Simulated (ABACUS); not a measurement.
# InP (F-43m) in ABACUS: single point with r2SCAN

Aim: the single point of InP with r2SCAN.

All numbers are computed with ABACUS 3.10.1; they aren't measurements. Logs are shortened: lines on timing, memory, paths and dates and some standing lists are left out, and cuts for length are marked.

**Experimental background.**

From a printed reference work, data compilation, for a bulk crystal of InP at 1.6 K: band gap 1.4236 eV (direct).

The results are compared with them further down.

## Step 1: The structure

The structure is cubic, space group F-43m (No. 216). The conventional cell has a = 5.861 Å, b = 5.861 Å, c = 5.861 Å, α = 90.00°, β = 90.00°, γ = 90.00°. In (site symmetry -43m) is surrounded by 4 P at 2.54 Å. Around P (site symmetry -43m) lie 4 In at 2.54 Å.

## Step 2: Single point, r2SCAN

The input, INPUT:

```
INPUT_PARAMETERS
suffix              InP
calculation         scf
basis_type          pw
pseudo_dir          ./
symmetry            1
dft_functional      MGGA_X_R2SCAN+MGGA_C_R2SCAN
ecutwfc             82
pseudo_rcut         7
nspin               1
nbands              19
ks_solver           dav
smearing_method     fd
smearing_sigma      0.00367493
scf_thr             1e-08
scf_nmax            100
mixing_type         broyden
mixing_beta         0.7
cal_force           1
cal_stress          1
mixing_tau          1
out_chg             1
out_pot             2
out_elf             1
```

The input, STRU:

```
ATOMIC_SPECIES
In 114.8180 In_ONCV_PBE-1.2.upf
P 30.9738 P_ONCV_PBE-1.2.upf

LATTICE_CONSTANT
1.8897261246

LATTICE_VECTORS
0.0000000000 2.9305000000 2.9305000000
2.9305000000 0.0000000000 2.9305000000
2.9305000000 2.9305000000 0.0000000000

ATOMIC_POSITIONS
Cartesian

In
0.0
1
0.0000000000 0.0000000000 0.0000000000 1 1 1

P
0.0
1
4.3957500000 4.3957500000 4.3957500000 1 1 1
```

The input, KPT:

```
K_POINTS
0
Gamma
5 5 5 0 0 0
```

Potentials or basis: SG15 ONCV 1.2 PBE, plane waves.

On the command line:

```sh
> OMP_NUM_THREADS=1 mpirun -np 4 abacus > log
```

running log:

```text
ABACUS v3.10.1

               Atomic-orbital Based Ab-initio Computation at UStc

 ------------------------------------------------------------------------------------

 READING GENERAL INFORMATION
                           global_out_dir = OUT.InP/
                           global_in_card = INPUT
                               pseudo_dir = ./
                              orbital_dir =
                                    DSIZE = 4
                                    GSIZE = 1
[... 5 lines left out ...]

 READING ATOM TYPE 1
                               atom label = In
                      L=0, number of zeta = 1
                      L=1, number of zeta = 1
                      L=2, number of zeta = 1
             number of atom for this type = 1

 READING ATOM TYPE 2
                               atom label = P
                      L=0, number of zeta = 1
                      L=1, number of zeta = 1
                      L=2, number of zeta = 1
             number of atom for this type = 1

                        TOTAL ATOM NUMBER = 2
CARTESIAN COORDINATES ( UNIT =       1.889726124600 Bohr ).
    atom                   x                   y                   z     mag                  vx                  vy                  vz
tauc_In1            0.0000000000        0.0000000000        0.0000000000  0.0000        0.0000000000        0.0000000000        0.0000000000
tauc_P1            4.3957500000        4.3957500000        4.3957500000  0.0000        0.0000000000        0.0000000000        0.0000000000

                          Volume (Bohr^3) = 339.666
                             Volume (A^3) = 50.3332

 Lattice vectors: (Cartesian coordinate: in unit of a_0)
                   +0             +2.9305             +2.9305
              +2.9305                  +0             +2.9305
              +2.9305             +2.9305                  +0
 Reciprocal vectors: (Cartesian coordinate: in unit of 2 pi/a_0)
            -0.170619           +0.170619           +0.170619
            +0.170619           -0.170619           +0.170619
            +0.170619           +0.170619           -0.170619
 The esolver type has been set to : ksdft_pw

                PAO radial cut off (Bohr) = 7

 Read in pseudopotential file is In_ONCV_PBE-1.2.upf
                     pseudopotential type = NC
          exchange-correlation functional = PBE
                 nonlocal core correction = 0
                        valence electrons = 13
                                     lmax = 2
                           number of zeta = 0
                     number of projectors = 6
                           L of projector = 0
                           L of projector = 0
                           L of projector = 1
                           L of projector = 1
                           L of projector = 2
                           L of projector = 2
 XC functional updated to : MGGA_X_R2SCAN+MGGA_C_R2SCAN
          exchange-correlation functional = MGGA_X_R2SCAN+MGGA_C_R2SCAN
                PAO radial cut off (Bohr) = 7

 Read in pseudopotential file is P_ONCV_PBE-1.2.upf
                     pseudopotential type = NC
          exchange-correlation functional = PBE
                 nonlocal core correction = 0
                        valence electrons = 5
                                     lmax = 1
                           number of zeta = 0
                     number of projectors = 4
                           L of projector = 0
                           L of projector = 0
                           L of projector = 1
                           L of projector = 1
 XC functional updated to : MGGA_X_R2SCAN+MGGA_C_R2SCAN
          exchange-correlation functional = MGGA_X_R2SCAN+MGGA_C_R2SCAN
     initial pseudo atomic orbital number = 0

 SETUP THE ELECTRONS NUMBER
            electron number of element In = 13
      total electron number of element In = 13
             electron number of element P = 5
       total electron number of element P = 5
            AUTOSET number of electrons:  = 18
                           occupied bands = 9
                                   NBANDS = 19
                                   NLOCAL = 18

%%%%%%%%%%%%%%%%%%%%%%%%%%%%%%%%%%%%%%%%%%%%%%%%%%%%%%%%%%%%%%%%%%%%%%%%%%%%%%%%%%%%%%%%%%%%%%%%%%%%%%%%%%
 Warning: the number of valence electrons in pseudopotential > 3 for In: [Kr] 4d10 5s2 5p1
 Pseudopotentials with additional electrons can yield (more) accurate outcomes, but may be less efficient.
 If you're confident that your chosen pseudopotential is appropriate, you can safely ignore this warning.
%%%%%%%%%%%%%%%%%%%%%%%%%%%%%%%%%%%%%%%%%%%%%%%%%%%%%%%%%%%%%%%%%%%%%%%%%%%%%%%%%%%%%%%%%%%%%%%%%%%%%%%%%%

 SETUP THE PLANE WAVE BASIS
 energy cutoff for charge/potential (unit:Ry) = 328
            fft grid for charge/potential = [ 45, 45, 45 ]
                        fft grid division = [ 1, 1, 1 ]
        big fft grid for charge/potential = [ 45, 45, 45 ]
                                     nbxx = 24300
                                     nrxx = 24300

[... 62 lines left out ...]
                                       S1 = 6
                                       S3 = 0
                                       S4 = 6
                                       S6 = 0
               POINT GROUP IN SPACE GROUP = T_d

 SETUP K-POINTS
                                    nspin = 1
                   Input type of k points = Monkhorst-Pack(Gamma)
                                   nkstot = 125
                       right hand lattice = 1
(for reciprocal lattice: )
                             BRAVAIS TYPE = 2
                     BRAVAIS LATTICE NAME = 02. Cubic I (body-centered)
                                    ibrav = 2
                       right hand lattice = 1
(for k-lattice: )
                             BRAVAIS TYPE = 2
                     BRAVAIS LATTICE NAME = 02. Cubic I (body-centered)
                                    ibrav = 2
                       right hand lattice = 1
                        ROTATION MATRICES = 48
                               nkstot_ibz = 10
K-POINTS REDUCTION ACCORDING TO SYMMETRY
     IBZ    DIRECT_X    DIRECT_Y    DIRECT_Z  WEIGHT  ibz2bz
       1  0.00000000  0.00000000  0.00000000  0.0080       0
       2  0.20000000  0.20000000  0.20000000  0.0640       1
       3  0.40000000  0.40000000  0.40000000  0.0640       2
       4  0.20000000  0.20000000  0.00000000  0.0480       6
       5  0.40000000  0.40000000  0.20000000  0.1920       7
       6 -0.40000000  0.40000000  0.40000000  0.1920       8
       7  0.40000000  0.20000000  0.20000000  0.0960       9
       8  0.40000000  0.40000000  0.00000000  0.0480      12
       9 -0.20000000  0.40000000  0.40000000  0.0960      13
      10 -0.40000000  0.40000000  0.20000000  0.1920      38

                               nkstot now = 10
[... K-POINTS DIRECT COORDINATES: 10 rows ...]

           k-point number in this process = 10
       minimum distributed K point number = 10
[... stars of the k points ...]

[... K-POINTS CARTESIAN COORDINATES: 10 rows ...]

[... K-POINTS DIRECT COORDINATES: 10 rows ...]

 SETUP PLANE WAVES FOR WAVE FUNCTIONS
     energy cutoff for wavefunc (unit:Ry) = 82
              fft grid for wave functions = [ 45, 45, 45 ]
                    number of plane waves = 5329
                         number of sticks = 409

 PARALLEL PW FOR WAVE FUNCTIONS
     PROC   COLUMNS(POT)             PW
        1            102           1332
        2            102           1332
        3            102           1332
        4            103           1333
 --------------- sum -------------------
        4            409           5329

 SETUP NONLOCAL PSEUDOPOTENTIALS IN PLANE WAVE BASIS
 In non-local projectors:
 projector 1 L=0
 projector 2 L=0
 projector 3 L=1
 projector 4 L=1
 projector 5 L=2
 projector 6 L=2
 P non-local projectors:
 projector 1 L=0
 projector 2 L=0
 projector 3 L=1
 projector 4 L=1
      TOTAL NUMBER OF NONLOCAL PROJECTORS = 26

 Init Non-Local PseudoPotential table :
 Init Non-Local-Pseudopotential done.

                                     npwx = 1064

 -------------------------------------------
 SELF-CONSISTENT
 -------------------------------------------
                                 init_chg = atomic

 PW ALGORITHM --------------- ION=   1  ELEC=   1--------------------------------
 Notice: Threshold on eigenvalues was too large.
 hsover_error=0.18 > DRHO=0.128209
 Origin diag ethr = 0.01
 New diag ethr = 0.00071227

 Density error is 0.128006276219
                          Error Threshold = 0.000712269733056
----------------------------------------------------------
     Energy           Rydberg                 eV
----------------------------------------------------------
 E_KohnSham     -116.9404600969      -1591.0565840591
 E_Harris       -117.5639923368      -1599.5401754089
 E_Fermi        0.5296977052         7.2069070089
----------------------------------------------------------
[... 63 lines left out ...]
 Density error is 2.14098751432e-09
                          Error Threshold = 8.89619632624e-10
----------------------------------------------------------
     Energy           Rydberg                 eV
----------------------------------------------------------
 E_KohnSham     -117.0266241626      -1592.2289063164
 E_KS(sigma->0) -117.0266237169      -1592.2289002512
 E_Harris       -117.0266540633      -1592.2293131352
 E_band         -3.3739407343        -45.9048187011
 E_one_elec     -40.8487028702       -555.7751149437
 E_Hartree      30.1305166770        409.9467104911
 E_xc           -16.5880328803       -225.6917657830
 E_Ewald        -89.7204041976       -1220.7087239503
 E_entropy(-TS) -0.0000008916        -0.0000121305
 E_descf        0.0000000000         0.0000000000
 E_exx          0.0000000000         0.0000000000
 E_Fermi        0.5748250473         7.8208959963
----------------------------------------------------------

 charge density convergence is achieved
 final etot is -1592.2289063 eV
 EFERMI = 7.8208959963 eV
The vacuum level is 10.154442631 eV

 STATE ENERGY(eV) AND OCCUPATIONS    NSPIN == 1
 1/10 kpoint (Cartesian) = 0.0000 0.0000 0.0000 (1063 pws)
       1       -6.70857      0.0160000
       2       -6.70857      0.0160000
       3       -6.70857      0.0160000
       4       -6.51816      0.0160000
       5       -6.51816      0.0160000
       6       -4.75389      0.0160000
[... 104 lines left out ...]
       6       -2.62191       0.384000
[... 11 lines left out ...]
      18        22.6684        0.00000
      19        23.0648        0.00000

[... levels at 4 further k points ...]

------------------------------------------------------------------------------------------
 TOTAL-FORCE (eV/Angstrom)
------------------------------------------------------------------------------------------
                       In1         0.0000000000         0.0000000000         0.0000000000
                        P1         0.0000000000         0.0000000000         0.0000000000
------------------------------------------------------------------------------------------

----------------------------------------------------------------
 TOTAL-STRESS (KBAR)
----------------------------------------------------------------
         3.5984199443        -0.0000000000         0.0000000000
        -0.0000000000         3.5984199443        -0.0000000000
         0.0000000000        -0.0000000000         3.5984199443
----------------------------------------------------------------
 TOTAL-PRESSURE: 3.598420 KBAR

 --------------------------------------------
 !FINAL_ETOT_IS -1592.2289063163977971 eV
 --------------------------------------------
```

Run time: 37 s. Hardware: 4 MPI ranks of Intel Xeon Platinum 8259CL at 2.50GHz (Skylake/Cascade Lake), shared host; peak memory 0.28 GiB.

Results:

| Item | Value |
| --- | --- |
| Free energy | -1592.2289 eV |
| Pressure | 0.4 GPa |
| Band gap on the k mesh | 0.76 eV, direct |

Caveat: the potentials were made for another functional, which shifts forces and pressure; spin-orbit coupling is left out, which moves the levels of the heavy elements.

## Step 3: Against experiment

Step 2. Against the measured gap of InP, 1.4236 eV (direct; 1.6 K; a printed reference work, data compilation), the calculated 0.76 eV is off by -0.67 eV. Spin-orbit coupling on In is left out. The value is that of r2SCAN, without temperature or zero-point motion.
